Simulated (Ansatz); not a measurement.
# AlAs: the cost of one run

Method: DFT r²SCAN, frozen-core PAW, scalar-relativistic unless said, in Ansatz 0.2.0.

### Step 1. The structure to begin with

The structure is cubic, space group F-43m (No. 216). Conventional cell: a = 5.661 Å, b = 5.661 Å, c = 5.661 Å, α = 90.00°, β = 90.00°, γ = 90.00°. Around Al (site symmetry -43m) lie 4 As at 2.45 Å. As (site symmetry -43m) has 4 Al at 2.45 Å as nearest neighbours.

Structure file:

```
CELL_PARAMETERS angstrom
0.00000 2.83040 2.83040
2.83040 0.00000 2.83040
2.83040 2.83040 0.00000
ATOMIC_POSITIONS crystal
Al 0.00000 0.00000 0.00000
As 0.75000 0.75000 0.75000
```

Cartesian axes are those of the input's lattice vectors. The structure goes back to a database entry.

### Step 2. Cell and atoms relaxed, PAW

Contents of input.yaml:

```yaml
crystal:
  lattice:
    - [0.0, 2.8304, 2.8304]
    - [2.8304, 0.0, 2.8304]
    - [2.8304, 2.8304, 0.0]
  atoms:
    - { symbol: Al, position: [0.0, 0.0, 0.0] }
    - { symbol: As, position: [0.75, 0.75, 0.75] }
kpoints:
  mp_grid: { grid: [14, 14, 14] }
scf:
  occupations: { method: fermi_dirac, width: 0.08 }
hamiltonian:
  xc: r2scan
  pseudopotentials: { kind: paw }
relax:
  f_tol: 0.002
  max_steps: 80
  cell: {}
output:
  forces: true
  stress: true
  write_density: true
  write_potential: true
  elf: true
  volumetric_format: npy
```

The run is started by

```console
> ansatz run input.yaml --threads 1 --pin off --max-ram 3072MiB --backend cpu --events-out ev --progress --plain --runs-dir out
```

What time and memory should one allow on 1 thread of Intel Xeon Platinum 8488C (Sapphire Rapids), shared host?

About 33 s, with a peak of 0.58 GiB.
